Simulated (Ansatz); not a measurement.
# Ruthenium, hcp under r²SCAN: testing the cold (Marzari-Vanderbilt) smearing, part 2 of 2

Aim: find which cold (Marzari-Vanderbilt) smearing width is enough for energy and pressure. The geometry was relaxed under r²SCAN beforehand and stays fixed; 7 values are run, from 0.01 to 1.0 eV. Wanted are the values from which on the energy stays within 10 and 1 meV/atom, and the pressure within 0.5 GPa, of the narrowest run. Within the series other settings stay, but some runs also write fields, which adds to their time. Spin polarisation is left out.

Ansatz 0.2.0; DFT r²SCAN, plane waves with PAW, scalar-relativistic.

### Step 6. Run at 0.3 eV

The run at 0.3 eV.

Input file input.yaml:

```yaml
crystal:
  lattice:
    - [2.7059477279, 0.0, 0.0]
    - [-1.3529738639, 2.3434194737, 0.0]
    - [0.0, 0.0, 4.2579056513]
  atoms:
    - { symbol: Ru, position: [0.3333333333, 0.6666666667, 0.25] }
    - { symbol: Ru, position: [0.6666666667, 0.3333333333, 0.75] }
hamiltonian:
  xc: r2scan
  pseudopotentials:
    kind: paw
    azcp:
      Ru: "pseudopotentials/Ru.paw.azcp"
basis:
  ecutwfc: 500
  fft_grid_basis: typed
kpoints:
  mp_grid: { grid: [13, 13, 8], shift: [0, 0, 0] }
magnetization:
  spin_polarized: false
scf:
  occupations: { method: cold, width: 0.3 }
  lower_state_search: "off"
output:
  stress: true
```

Run with:

```
> ansatz run input.yaml --threads 2 --pin off --max-ram 5120MiB --backend cpu --events-out ev --progress --plain --runs-dir out
```

Output:

```text
Warning: RAYON_NUM_THREADS=2 ignored (pool sized by the plan → 2); use --threads N
Engine: ansatz 0.2.0, x86_64-unknown-linux-gnu
Pseudopotentials: kind: paw
Pseudopotential: Ru, paw, valence charge 16, recommended cutoff 500 eV (meta_gga), <dir>
Functional definition: r2SCAN
  parameter k0 = 0.174
  parameter k1 = 0.065
  parameter a1 = 4.9479
  exchange = r2scan_x(k0 = k0, k1 = k1, a1 = a1)
  correlation = r2scan_c
Crystal: 2 atoms, lattice volume = 27.000 Å³
Basis set: ecut = 500 eV, 687 PW (Γ), exchange–correlation on 80×80×128 points (64 copies of the dense FFT grid, shifted against one another)
Bands: 20, of which v1, the nominal top of the filled ones, is band 16 counted from 1 (15 counted from 0)
Symmetry: 24 space group operations
Space group: P63/mmc (ITA 194), of the structure as read, at distance tolerance 3.0e-5 Å
k-points: 105 of 1352
Non-local potential: Ru, projectors of the file, l = 0: 3, l = 1: 2, l = 2: 2, l = 3: 1
PAW form: soft (Blöchl's): semilocal exchange-correlation on the pseudo side does not see the compensation charge
PAW frozen core: Ru, regenerated for the run's functional (the file was generated under x = pbe(κ = 0.804, μ = 0.2195149727645171), c = pbe(β = 0.06672455060314922))
PAW one-centre angular grid: Ru, 590 points (default); XC on 160 Gauss nodes
Initial density: superposition of atomic densities (neutral atoms: chi_scale 0, normalization atom), corrected by the library's trained network
Initial wavefunctions: pseudopotential atomic-orbital guess
Functional: x = r2scan, c = r2scan; τ floored in thin density (d = 2e-4 eV/Å³)
SCF iter   1: F=—  HF=-11781.387032 eV  |F-HF|=—  |Δ(HF+E_count)|=         —  Δρ=1.10e-2  dr2=1.04e-2  dr2_τ=1.44e-2  ethr=1.77e-3  ⟨swp⟩=5.1  Hψ=18608  notcnv=0
automatic band count: the SCF goes on with 24 bands, as 20 were too few: the levels above may hold too much charge
preconditioner: auto → none  [metal: Δε(μ)=0.059 eV  Ē_g=12.094 eV  σ=0.300 eV  W_gap=0.14  n_scr=8 (ndim 8)  ℏωp=28.6 eV  f_vac=0.000  D(μ)=1.44/eV (n_scr^D=22)  sad-step TF]
SCF iter   2: F=—  HF=-11781.407923 eV  |F-HF|=—  |Δ(HF+E_count)|=   2.09e-2  S|Δr|=    0.00e0  Δρ=6.06e-3  dr2=2.46e-3  dr2_τ=1.95e-4  ethr=3.24e-5  ⟨swp⟩=2.0  Hψ=4962  notcnv=0
SCF iter   3: F=—  HF=-11781.411008 eV  |F-HF|=—  |Δ(HF+E_count)|=   3.08e-3  S|Δr|=    0.00e0  Δρ=1.21e-3  dr2=2.18e-4  dr2_τ=3.90e-5  ethr=7.68e-6  ⟨swp⟩=2.0  Hψ=3160  notcnv=0
SCF iter   4: F=—  HF=-11781.411153 eV  |F-HF|=—  |Δ(HF+E_count)|=   1.45e-4  S|Δr|=    0.00e0  Δρ=2.72e-4  dr2=9.41e-6  dr2_τ=1.66e-6  ethr=6.80e-7  ⟨swp⟩=2.3  Hψ=3834  notcnv=0
SCF iter   5: F=—  HF=-11781.411186 eV  |F-HF|=—  |Δ(HF+E_count)|=   3.32e-5  S|Δr|=    0.00e0  Δρ=7.14e-5  dr2=3.99e-7  dr2_τ=1.77e-7  ethr=2.94e-8  ⟨swp⟩=2.0  Hψ=3941  notcnv=0
SCF iter   6: F=-11781.411187 eV  HF=-11781.411187 eV  |F-HF|=1.51e-8  |Δ(HF+E_count)|=   1.03e-6  S|Δr|=    0.00e0  Δρ=1.47e-5  dr2=2.13e-8  dr2_τ=5.12e-9  ethr=3.13e-10  ⟨swp⟩=5.0  Hψ=8801  notcnv=0
SCF 1 converged in 6 iterations: F = -11781.411187 eV  dr2 = 2.13e-8
SCF converged after 6 iterations
Stability not checked: this state was not tested for a lower state beside it, because cold or Methfessel-Paxton smearing, or corrected tetrahedra, fill the levels in a way that the test cannot read (fill_not_monotonic; see scf.lower_state_search)
Free energy (F): -11781.411187 eV
Harris-Foulkes:  -11781.411187 eV  (|F-HF|=1.51e-8)
Internal energy: -11781.411362 eV  (E = F + TS)
E sigma→0 (E₀):  -11781.411245 eV
Entropy (-TS):   0.000174 eV (0.087 meV/atom)
Fermi energy:    23.588242 eV
--- Per-component energies (eV) ---
  E_band       = -133.548667
  E_kinetic    = 1028.579724
  E_local      = -2501.786118  (includes V_loc(G=0)·N_el)
  E_nonlocal   = 685.572044
  E_hartree    = 803.619308
  E_xc         = -368.649886
  E_vxc        = -534.092173  (∫ρ·V_xc dr)
  E_paw        = -6957.706090  (= ΣΔE_a)
  E_vpaw       = -456.647024  (= ΣTr[D̂ρ^β])
  E_aug_tail   = 0.000198  (compensation charges beyond the density's cutoff)
  E_vtau       = 37.583358  (kinetic-family band-sum trace: ∫τ·v_τ [+ j·A + Jᵃ·Aᵃ] dr)
  E_ewald      = -4470.418630
  E_core_change = -0.621911  (= ΣΔE_core)
  E_smearing   = 0.000174  (= −TS)
  E_closure    = -0.000000  (closes the sum)
  Σ components = -11781.411187   (vs F -11781.411187, Δ=0.00e0)
--- Stress (GPa, compression-positive) ---
       -0.183840       0.000000      -0.000000
        0.000000      -0.183840      -0.000000
       -0.000000      -0.000000      -0.349578
  P = ⅓ Tr σ = -0.2391 GPa (-2.391 kbar)
```

Run time: 1.8 s. Hardware: 2 threads of Intel Xeon 6975P-C (Granite Rapids), shared host; peak memory 0.43 GiB.

### Step 7. Run at 0.6 eV

The run at 0.6 eV.

Edit input.yaml of step 6 so:

```diff
@@ -22,3 +22,3 @@
 scf:
-  occupations: { method: cold, width: 0.3 }
+  occupations: { method: cold, width: 0.6 }
   lower_state_search: "off"
```

Run with:

```
> ansatz run input.yaml --threads 2 --pin off --max-ram 5120MiB --backend cpu --events-out ev --progress --plain --runs-dir out
```

Output:

```text
Warning: RAYON_NUM_THREADS=2 ignored (pool sized by the plan → 2); use --threads N
band count auto-derived: 21 (N_el = 32.0; filled up to band 16; 20 by the electrons, moments and atoms)
[... 9 set-up lines as earlier in the session ...]
Crystal: 2 atoms, lattice volume = 27.000 Å³
Basis set: ecut = 500 eV, 687 PW (Γ), exchange–correlation on 80×80×128 points (64 copies of the dense FFT grid, shifted against one another)
Bands: 21, of which v1, the nominal top of the filled ones, is band 16 counted from 1 (15 counted from 0)
[... 2 set-up lines as earlier in the session ...]
k-points: 105 of 1352
[... 7 set-up lines as earlier in the session ...]
SCF iter   1: F=—  HF=-11781.380219 eV  |F-HF|=—  |Δ(HF+E_count)|=         —  Δρ=1.11e-2  dr2=1.04e-2  dr2_τ=1.43e-2  ethr=1.77e-3  ⟨swp⟩=4.8  Hψ=8957  notcnv=0
preconditioner: auto → none  [metal: Δε(μ)=0.059 eV  Ē_g=8.051 eV  σ=0.600 eV  W_gap=0.07  n_scr=8 (ndim 8)  ℏωp=28.6 eV  f_vac=0.000  D(μ)=1.52/eV (n_scr^D=22)  sad-step TF]
SCF iter   2: F=—  HF=-11781.401427 eV  |F-HF|=—  |Δ(HF+E_count)|=   2.12e-2  S|Δr|=    0.00e0  Δρ=6.07e-3  dr2=2.48e-3  dr2_τ=1.96e-4  ethr=3.24e-5  ⟨swp⟩=2.0  Hψ=4648  notcnv=0
SCF iter   3: F=—  HF=-11781.404548 eV  |F-HF|=—  |Δ(HF+E_count)|=   3.12e-3  S|Δr|=    0.00e0  Δρ=1.22e-3  dr2=2.20e-4  dr2_τ=3.94e-5  ethr=7.75e-6  ⟨swp⟩=2.0  Hψ=3069  notcnv=0
SCF iter   4: F=—  HF=-11781.404692 eV  |F-HF|=—  |Δ(HF+E_count)|=   1.44e-4  S|Δr|=    0.00e0  Δρ=2.67e-4  dr2=8.94e-6  dr2_τ=1.66e-6  ethr=6.86e-7  ⟨swp⟩=2.2  Hψ=3794  notcnv=0
SCF iter   5: F=—  HF=-11781.404724 eV  |F-HF|=—  |Δ(HF+E_count)|=   3.18e-5  S|Δr|=    0.00e0  Δρ=6.80e-5  dr2=3.55e-7  dr2_τ=1.60e-7  ethr=2.79e-8  ⟨swp⟩=2.0  Hψ=3876  notcnv=0
SCF iter   6: F=-11781.404725 eV  HF=-11781.404725 eV  |F-HF|=1.43e-8  |Δ(HF+E_count)|=   1.06e-6  S|Δr|=    0.00e0  Δρ=1.30e-5  dr2=1.59e-8  dr2_τ=3.38e-9  ethr=3.13e-10  ⟨swp⟩=5.0  Hψ=8624  notcnv=0
SCF 1 converged in 6 iterations: F = -11781.404725 eV  dr2 = 1.59e-8
SCF converged after 6 iterations
Stability not checked: this state was not tested for a lower state beside it, because cold or Methfessel-Paxton smearing, or corrected tetrahedra, fill the levels in a way that the test cannot read (fill_not_monotonic; see scf.lower_state_search)
Free energy (F): -11781.404725 eV
Harris-Foulkes:  -11781.404725 eV  (|F-HF|=1.43e-8)
Internal energy: -11781.432767 eV  (E = F + TS)
E sigma→0 (E₀):  -11781.414072 eV
Entropy (-TS):   0.028042 eV (14.021 meV/atom)
Fermi energy:    23.557575 eV
--- Per-component energies (eV) ---
  E_band       = -133.557926
  E_kinetic    = 1028.576171
  E_local      = -2501.812972  (includes V_loc(G=0)·N_el)
  E_nonlocal   = 685.568626
  E_hartree    = 803.637405
  E_xc         = -368.654230
  E_vxc        = -534.098861  (∫ρ·V_xc dr)
  E_paw        = -6957.707425  (= ΣΔE_a)
  E_vpaw       = -456.651830  (= ΣTr[D̂ρ^β])
  E_aug_tail   = 0.000198  (compensation charges beyond the density's cutoff)
  E_vtau       = 37.584070  (kinetic-family band-sum trace: ∫τ·v_τ [+ j·A + Jᵃ·Aᵃ] dr)
  E_ewald      = -4470.418630
  E_core_change = -0.621911  (= ΣΔE_core)
  E_smearing   = 0.028042  (= −TS)
  E_closure    = -0.000000  (closes the sum)
  Σ components = -11781.404725   (vs F -11781.404725, Δ=0.00e0)
--- Stress (GPa, compression-positive) ---
       -0.603664       0.000000      -0.000000
       -0.000000      -0.603664      -0.000000
       -0.000000      -0.000000       0.076479
  P = ⅓ Tr σ = -0.3769 GPa (-3.769 kbar)
```

Wall time 1.5 s (2 threads of Intel Xeon 6975P-C (Granite Rapids), shared host); peak memory 0.42 GiB.

### Step 8. Run at 1.0 eV

The run at 1.0 eV.

Edit input.yaml of step 7 so:

```diff
@@ -22,3 +22,3 @@
 scf:
-  occupations: { method: cold, width: 0.6 }
+  occupations: { method: cold, width: 1.0 }
   lower_state_search: "off"
```

Run with:

```
> ansatz run input.yaml --threads 2 --pin off --max-ram 5120MiB --backend cpu --events-out ev --progress --plain --runs-dir out
```

Output:

```text
Warning: RAYON_NUM_THREADS=2 ignored (pool sized by the plan → 2); use --threads N
band count auto-derived: 21 (N_el = 32.0; filled up to band 16; 20 by the electrons, moments and atoms)
[... 9 set-up lines as earlier in the session ...]
Crystal: 2 atoms, lattice volume = 27.000 Å³
Basis set: ecut = 500 eV, 687 PW (Γ), exchange–correlation on 80×80×128 points (64 copies of the dense FFT grid, shifted against one another)
Bands: 21, of which v1, the nominal top of the filled ones, is band 16 counted from 1 (15 counted from 0)
[... 2 set-up lines as earlier in the session ...]
k-points: 105 of 1352
[... 7 set-up lines as earlier in the session ...]
SCF iter   1: F=—  HF=-11781.332143 eV  |F-HF|=—  |Δ(HF+E_count)|=         —  Δρ=1.13e-2  dr2=1.13e-2  dr2_τ=1.44e-2  ethr=1.77e-3  ⟨swp⟩=4.8  Hψ=9205  notcnv=0
preconditioner: auto → none  [metal: Δε(μ)=0.010 eV  Ē_g=8.023 eV  σ=1.000 eV  W_gap=0.01  n_scr=8 (ndim 8)  ℏωp=28.6 eV  f_vac=0.000  D(μ)=1.61/eV (n_scr^D=22)  sad-step TF]
SCF iter   2: F=—  HF=-11781.353312 eV  |F-HF|=—  |Δ(HF+E_count)|=   2.12e-2  S|Δr|=    0.00e0  Δρ=6.14e-3  dr2=2.62e-3  dr2_τ=2.00e-4  ethr=3.52e-5  ⟨swp⟩=2.0  Hψ=4607  notcnv=0
SCF iter   3: F=—  HF=-11781.356404 eV  |F-HF|=—  |Δ(HF+E_count)|=   3.09e-3  S|Δr|=    0.00e0  Δρ=1.25e-3  dr2=2.16e-4  dr2_τ=3.84e-5  ethr=8.19e-6  ⟨swp⟩=2.0  Hψ=3056  notcnv=0
SCF iter   4: F=—  HF=-11781.356562 eV  |F-HF|=—  |Δ(HF+E_count)|=   1.58e-4  S|Δr|=    0.00e0  Δρ=2.60e-4  dr2=8.18e-6  dr2_τ=1.56e-6  ethr=6.75e-7  ⟨swp⟩=2.1  Hψ=3762  notcnv=0
SCF iter   5: F=—  HF=-11781.356589 eV  |F-HF|=—  |Δ(HF+E_count)|=   2.70e-5  S|Δr|=    0.00e0  Δρ=6.08e-5  dr2=2.67e-7  dr2_τ=1.62e-7  ethr=2.56e-8  ⟨swp⟩=2.0  Hψ=3929  notcnv=0
SCF iter   6: F=-11781.356590 eV  HF=-11781.356590 eV  |F-HF|=1.69e-8  |Δ(HF+E_count)|=   9.19e-7  S|Δr|=    0.00e0  Δρ=9.77e-6  dr2=7.75e-9  dr2_τ=1.03e-9  ethr=3.13e-10  ⟨swp⟩=5.0  Hψ=8737  notcnv=0
SCF 1 converged in 6 iterations: F = -11781.356590 eV  dr2 = 7.75e-9
SCF converged after 6 iterations
Stability not checked: this state was not tested for a lower state beside it, because cold or Methfessel-Paxton smearing, or corrected tetrahedra, fill the levels in a way that the test cannot read (fill_not_monotonic; see scf.lower_state_search)
Free energy (F): -11781.356590 eV
Harris-Foulkes:  -11781.356590 eV  (|F-HF|=1.69e-8)
Internal energy: -11781.554495 eV  (E = F + TS)
E sigma→0 (E₀):  -11781.422558 eV
Entropy (-TS):   0.197905 eV (98.953 meV/atom)
Fermi energy:    23.497977 eV
--- Per-component energies (eV) ---
  E_band       = -133.803732
  E_kinetic    = 1028.439459
  E_local      = -2501.589265  (includes V_loc(G=0)·N_el)
  E_nonlocal   = 685.463948
  E_hartree    = 803.508237
  E_xc         = -368.664982
  E_vxc        = -534.115094  (∫ρ·V_xc dr)
  E_paw        = -6957.671550  (= ΣΔE_a)
  E_vpaw       = -456.605812  (= ΣTr[D̂ρ^β])
  E_aug_tail   = 0.000198  (compensation charges beyond the density's cutoff)
  E_vtau       = 37.585166  (kinetic-family band-sum trace: ∫τ·v_τ [+ j·A + Jᵃ·Aᵃ] dr)
  E_ewald      = -4470.418630
  E_core_change = -0.621911  (= ΣΔE_core)
  E_smearing   = 0.197905  (= −TS)
  E_closure    = 0.000000  (closes the sum)
  Σ components = -11781.356590   (vs F -11781.356590, Δ=0.00e0)
--- Stress (GPa, compression-positive) ---
       -1.865498       0.000000      -0.000000
        0.000000      -1.865498      -0.000000
       -0.000000      -0.000000      -0.020579
  P = ⅓ Tr σ = -1.2505 GPa (-12.505 kbar)
```

It took 1.5 s on 2 threads of Intel Xeon 6975P-C (Granite Rapids), shared host; peak memory 0.42 GiB.

### Step 9. The series

Differences are taken from the run at 0.01 eV.

| smearing (eV) | F (meV/atom) | E(σ → 0) (meV/atom) | P (GPa) | SCF cycles | CPU time |
| --- | --- | --- | --- | --- | --- |
| 0.01 | 0.00 | 0.00 | -0.22 | 6 | 3.5 s |
| 0.03 | -0.05 | -0.04 | -0.22 | 6 | 2.6 s |
| 0.1 | 0.13 | 0.10 | -0.23 | 6 | 2.6 s |
| 0.2 | -0.11 | 0.11 | -0.22 | 6 | 2.6 s |
| 0.3 | -0.34 | -0.38 | -0.24 | 6 | 3.3 s |
| 0.6 | 2.89 | -1.79 | -0.38 | 6 | 2.7 s |
| 1.0 | 26.96 | -6.03 | -1.25 | 6 | 2.7 s |

### Step 10. Results

What follows sums up all 2 parts.

```
                                           quantity                       value
       E(σ → 0) stays within 10 meV/atom of 0.01 eV                up to 1.0 eV
                   E(σ → 0) stays within 1 meV/atom                up to 0.3 eV
                      pressure stays within 0.5 GPa                up to 0.6 eV
                                pressure at 0.01 eV                   -0.22 GPa
energy of a separate run on a finer mesh (22×22×12)  -1.4 meV/atom from 0.01 eV
```

What this shows: The far end, 1.0 eV, lies -6.0 meV/atom and -1.0 GPa from the yardstick. Over the range F shifts by +27.0 meV/atom, while E(σ → 0) shifts by -6.0. This scheme cancels the term in the square of the width, so F moves little up to 0.2 eV. The mesh (13×13×8) is fixed, so the narrowest widths carry a k-point error of their own. The yardstick itself is unsettled by 1.4 meV/atom against the finer mesh, so the thresholds above hold only within this series, and wider smearing, which averages over more states, can land nearer the fine-mesh value than the narrowest does.
